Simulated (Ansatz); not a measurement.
Wanted: the native input for an Ansatz 0.2.0 run.

```yaml
Task: phonons
Functional: PBE
Potentials_or_basis: all-electron LAPW, scalar-relativistic
Cutoff: 388 eV (chosen from the basis error)
Basis_error_allowed: 0.002 eV/atom
k_mesh: 9 × 9 × 9
Occupations: fermi-dirac, width 0.05 eV
Spin: no spin polarisation
```

The system is HfN.

```xyz
2
Lattice="0.0000 2.4548 2.4548 2.4548 0.0000 2.4548 2.4548 2.4548 0.0000" Properties=species:S:1:pos:R:3 pbc="T T T"
Hf    0.0000    0.0000    0.0000
N     1.2274    1.2274    1.2274
```

The cell comes from a database or a generator and needn't be the stable form of this composition.

The input as run:

input.yaml

```yaml
crystal:
  lattice:
    - [0.0, 2.454822, 2.454822]
    - [2.454822, 0.0, 2.454822]
    - [2.454822, 2.454822, 0.0]
  atoms:
    - { symbol: Hf, position: [0.0, 0.0, 0.0] }
    - { symbol: "N", position: [0.25, 0.25, 0.25] }
kpoints:
  mp_grid: { grid: [9, 9, 9] }
scf:
  occupations: { method: fermi_dirac, width: 0.05 }
hamiltonian:
  xc: pbe
  pseudopotentials: { kind: all_electron, lapw: { basis_error: 0.002 } }
output: {}
phonons:
  method: fd
  supercell: [1, 1, 1]
```

Potentials or basis: all-electron LAPW, scalar-relativistic.

Launch:

```sh
$ ansatz run input.yaml --threads 1 --pin off --max-ram 3072MiB --backend cpu --events-out ev --progress --plain --runs-dir out
```

Results of the run:

```
Band gap on the k mesh        : none (metal or under the smearing width)
Highest phonon frequency at Γ : 494 cm⁻¹
```

Caveat: a metal's response needs a denser mesh.

It took 4.1 min on 1 thread of Intel(R) Xeon(R) Processor @ 2.50GHz (Skylake/Cascade Lake) (shared host), peak memory 0.53 GiB.
